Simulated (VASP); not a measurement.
# Settings for MnO₂: DFT+U ground state

MnO₂, P4_2/mnm (no. 136), 6 atoms in the cell. PBEsol, DFT+U; PAW potentials Mn_pv, O (PBE set). VASP 6.6.1.

Wanted: energy within 2 meV/atom; gap within 0.02 eV; site moments within 0.02 μB; forces within 0.01 eV/Å.

Hubbard U (eV): Mn shell d, U 5; LDAUTYPE: 2; Starting moments (muB): 5, -5, 0, 0, 0, 0.

POSCAR:
```
MnO2
1.0
    4.4004184607      0.0000000000      0.0000000000
    0.0000000000      4.4004184607      0.0000000000
    0.0000000000      0.0000000000      2.8670779400
Mn O
2 4
Direct
    0.5000000000      0.5000000000      0.5000000000
    0.0000000000      0.0000000000      0.0000000000
    0.8049161500      0.1950838500      0.5000000000
    0.6950838500      0.6950838500      0.0000000000
    0.1950838500      0.8049161500      0.5000000000
    0.3049161500      0.3049161500      0.0000000000
```

The series start from LMAXMIX: 4; Density mixing: linear for magnets; Electronic algorithm: Normal; Aspherical terms in the spheres: true; k-point spacing (1/Å): 0.3; Cutoff (eV): 400; Precision mode: Accurate. Each series keeps the choices made before it, and each single choice may use up half of a tolerance.

## LMAXMIX

| LMAXMIX | Energy less reference (meV/atom) | Gap (eV) | Site moments, largest deviation (μB) | Forces, largest deviation (eV/Å) | SCF iterations | Time (s) |
|---|---|---|---|---|---|---|
| 4 | 0.0 | 0.227 | 0.000 | 0.000 | 23 | 39 |
| 2 | 0.0 | 0.228 | 0.000 | 0.000 | 20 | 30 |

Chosen: 2; it saves 8.6 s of 39, so 4 would do nearly as well.

## Density mixing

| Density mixing | Energy less reference (meV/atom) | Gap (eV) | Site moments, largest deviation (μB) | Forces, largest deviation (eV/Å) | SCF iterations | Time (s) |
|---|---|---|---|---|---|---|
| linear for magnets | 0.0 | 0.228 | 0.000 | 0.000 | 20 | 30 |
| default | 0.0 | 0.228 | 0.000 | 0.000 | 17 | 26 |
| AMIX 0.2, AMIX_MAG 0.8 | 0.0 | 0.227 | 0.001 | 0.000 | 19 | 29 |

Chosen: default; it saves 4.2 s of 30, so linear for magnets would do nearly as well.

## Electronic algorithm

| Electronic algorithm | Energy less reference (meV/atom) | Gap (eV) | Site moments, largest deviation (μB) | Forces, largest deviation (eV/Å) | SCF iterations | Time (s) |
|---|---|---|---|---|---|---|
| Normal | 0.0 | 0.228 | 0.000 | 0.000 | 17 | 26 |
| Fast | 0.0 | 0.227 | 0.000 | 0.000 | 17 | 30 |
| All | 0.0 | 0.228 | 0.000 | 0.000 | 24 | 42 |
| Damped | 0.0 | 0.227 | 0.000 | 0.000 | 32 | 41 |

Chosen: Normal; no other choice that stays within half of the tolerance saves 30 % of the time.

## Aspherical terms in the spheres

| Aspherical terms in the spheres | Energy less reference (meV/atom) | Gap (eV) | Site moments, largest deviation (μB) | Forces, largest deviation (eV/Å) | SCF iterations | Time (s) |
|---|---|---|---|---|---|---|
| true | 0.0 | 0.228 | 0.000 | 0.000 | 17 | 26 |
| false | 13.8 | 0.178 | 0.019 | 0.001 | 17 | 26 |

Chosen: true.

## k-point spacing (1/Å)

| k-point spacing (1/Å) | Energy less reference (meV/atom) | Gap (eV) | Site moments, largest deviation (μB) | Forces, largest deviation (eV/Å) | SCF iterations | Time (s) |
|---|---|---|---|---|---|---|
| 0.6 | 1.9 | 0.228 | 0.003 | 0.006 | 18 | 12 |
| 0.45 | 0.9 | 0.228 | 0.001 | 0.003 | 17 | 19 |
| 0.35 | -0.1 | 0.228 | 0.000 | 0.001 | 17 | 22 |
| 0.3 | 0.1 | 0.228 | 0.000 | 0.001 | 17 | 26 |
| 0.25 | 0.4 | 0.228 | 0.000 | 0.000 | 17 | 42 |
| 0.2 (reference) | 0.0 | 0.228 | 0.000 | 0.000 | 17 | 67 |

Chosen: 0.45, the loosest value from which every tighter one stays within half of the tolerance.

## Cutoff (eV)

| Cutoff (eV) | Energy less reference (meV/atom) | Gap (eV) | Site moments, largest deviation (μB) | Forces, largest deviation (eV/Å) | SCF iterations | Time (s) |
|---|---|---|---|---|---|---|
| 300 | -90.0 | 0.229 | 0.007 | 0.019 | 17 | 12 |
| 350 | -25.0 | 0.203 | 0.003 | 0.024 | 17 | 13 |
| 400 | -7.8 | 0.228 | 0.001 | 0.005 | 17 | 19 |
| 450 | 1.1 | 0.222 | 0.001 | 0.002 | 17 | 16 |
| 520 | 3.3 | 0.222 | 0.001 | 0.002 | 17 | 19 |
| 700 (reference) | 0.0 | 0.224 | 0.000 | 0.000 | 17 | 30 |

Chosen: 700; the next looser run is off by more than half of the tolerance, so convergence isn't shown beyond this value.

## Precision mode

| Precision mode | Energy less reference (meV/atom) | Gap (eV) | Site moments, largest deviation (μB) | Forces, largest deviation (eV/Å) | SCF iterations | Time (s) |
|---|---|---|---|---|---|---|
| Accurate | 0.0 | 0.224 | 0.000 | 0.000 | 17 | 30 |
| Normal | -0.1 | 0.224 | 0.000 | 0.000 | 17 | 18 |

Chosen: Normal, the fastest of those that stay within half of the tolerance.

## All choices together

| Input | Energy less reference (meV/atom) | Gap (eV) | Site moments, largest deviation (μB) | Forces, largest deviation (eV/Å) | Time (s) |
|---|---|---|---|---|---|
| U tags alone: default cutoff, precision, mixing, smearing and parallel starting moments (naive) | 8.0 | 0.000 | 6.175 | 0.015 | 14 |
| chosen settings | 0.7 | 0.224 | 0.001 | 0.003 | 18 |
| reference settings throughout | 0.0 | 0.224 | 0.000 | 0.000 | 180 |

The chosen settings stay within the tolerance of the reference run, but the reference itself isn't shown to be converged in: Cutoff (eV).

Values of the reference run: Site moments: 3.025, -3.025, -0.002, 0.002, -0.002, 0.002 μB.

## The input

INCAR:
```
ALGO = Normal ; EDIFF = 1E-6
ENCUT = 700 ; GGA = PS
ISIF = 2 ; ISMEAR = 0
ISPIN = 2 ; LASPH = True
LCHARG = False ; LDAU = True
LDAUJ = 0 0 ; LDAUL = 2 -1
LDAUPRINT = 1 ; LDAUTYPE = 2
LDAUU = 5 0 ; LMAXMIX = 2
LORBIT = 11 ; LREAL = False
LWAVE = False ; MAGMOM = 5 -5 0 0 0 0
NELM = 200 ; PREC = Normal
SIGMA = 0.05
```

KPOINTS:
```
Automatic mesh
0
Gamma
  4 4 5
  0 0 0
```

Commands:
```
cat potpaw_PBE.64/Mn_pv/POTCAR potpaw_PBE.64/O/POTCAR > POTCAR
mpirun -np 4 vasp_std > vasp.out
```

Limits: Magnetic orders weren't compared, so this needn't be the magnetic ground state.

The chosen input took VASP 6.6.1 18 s on 4 cores (Intel Xeon Platinum 8259CL @ 2.50GHz (Skylake/Cascade Lake)), a shared host.

## An input that fails: wrong count of Hubbard values

VASP's message: Error reading item LDAUU from file INCAR. Error code was IERR= 5.

Changes against the starting input:
```
- NELM = 200
- LDAUL = 2 -1
- LDAUU = 5 0
+ NELM = 60
+ LDAUL = 2 2 2 2 2
+ LDAUU = 4
```
